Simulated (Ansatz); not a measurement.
## GaAs: a two-dimensional sheet

The cell was found from a structure generator's guess, not taken from experiment.

Computed with DFT PBE, scalar-relativistic, plane waves, PAW in Ansatz 0.2.0. Plane waves to 420 eV, a k mesh through Γ of 10×10×1 on the computed 4-atom cell and Gaussian smearing (0.10 eV); no spin polarisation.

Only a and b repeat, and vacuum parts the sheet from its images along c.

```
CELL_PARAMETERS angstrom
5.09337 0.00000 0.00000
0.00000 5.09337 0.00000
0.00000 0.00000 24.65723
ATOMIC_POSITIONS crystal
Ga 0.50000 0.00000 0.31255
Ga 0.00000 0.50000 0.29579
As 0.00000 0.00000 0.30417
As 0.50000 0.50000 0.30417
```

Energies over the elements count from the elements' standard structures at the same level, with no fitted energy shifts.

For GaAs, the layer group is p4/nmm (No. 64), the in-plane cell is a = 5.093 Å, b = 5.093 Å, γ = 90.0° and the area per atom is 6.49 Å². The thickness between the outermost nuclei is 0.41 Å. The energy over the elements is +0.32 eV/atom. The band gap over mesh and path is none (metal or semimetal) and the density of states at the Fermi level is 3.2 states/eV per cell. The löwdin character within 0.5 eV of the Fermi level is As 4p 73 %, Ga 4p 13 %, Ga 4s 9 % and the bader charges (e) is Ga1 0.55, Ga2 0.55, As3 -0.55, As4 -0.55.

Levels along Γ–X–M–Γ, in eV from the Fermi level, sorted by energy at each point. Points in fractions of the primitive reciprocal vectors: Γ (0.000 0.000 0.000), X (0.000 0.500 0.000), M (0.500 0.500 0.000).
```csv
point,"k (1/Å, with 2π)",band 25,band 26,band 27,band 28,band 29,band 30,band 31
Γ,0.000,-4.29,-2.40,-1.05,-1.05,-0.90,0.33,2.93
-,0.088,-3.77,-2.35,-1.74,-1.13,-0.16,0.30,2.89
-,0.176,-3.12,-2.43,-2.16,-1.34,0.19,0.70,2.79
-,0.264,-3.06,-2.60,-1.69,-1.66,-0.01,1.55,2.78
-,0.352,-3.63,-2.26,-2.02,-0.89,-0.28,2.21,3.07
-,0.441,-3.77,-2.41,-1.97,-0.62,0.08,2.53,3.67
-,0.529,-3.48,-2.79,-1.66,-0.97,1.14,2.73,3.46
X,0.617,-3.15,-3.15,-1.33,-1.33,2.21,2.21,3.21
-,0.705,-2.85,-2.85,-1.30,-1.30,2.23,2.23,3.10
-,0.793,-2.20,-2.20,-1.22,-1.22,2.30,2.30,2.84
-,0.881,-1.48,-1.48,-1.04,-1.04,2.25,2.25,2.67
-,0.969,-1.07,-1.07,-0.48,-0.48,1.92,1.92,2.83
-,1.057,-0.88,-0.88,0.25,0.25,1.58,1.58,3.17
-,1.145,-0.74,-0.74,0.82,0.82,1.32,1.32,3.64
M,1.234,-0.69,-0.69,1.04,1.04,1.22,1.22,4.06
-,1.358,-0.92,-0.65,0.46,0.85,1.27,1.53,2.89
-,1.483,-1.37,-0.65,-0.56,0.44,1.41,1.43,2.27
-,1.607,-1.84,-1.78,-0.45,0.04,0.14,1.59,2.57
-,1.732,-2.81,-2.29,-1.01,-0.56,-0.04,1.52,2.34
-,1.857,-3.31,-2.81,-1.89,-0.81,0.12,0.94,2.57
-,1.981,-3.56,-2.30,-2.13,-0.99,0.08,0.27,2.83
Γ,2.106,-4.29,-2.40,-1.05,-1.05,-0.90,0.33,2.93
```

The last run used a 10×10×1 mesh for its 4-atom cell and Gaussian smearing of 0.10 eV. The reference form of As is held partly by dispersion forces, which this level lacks.
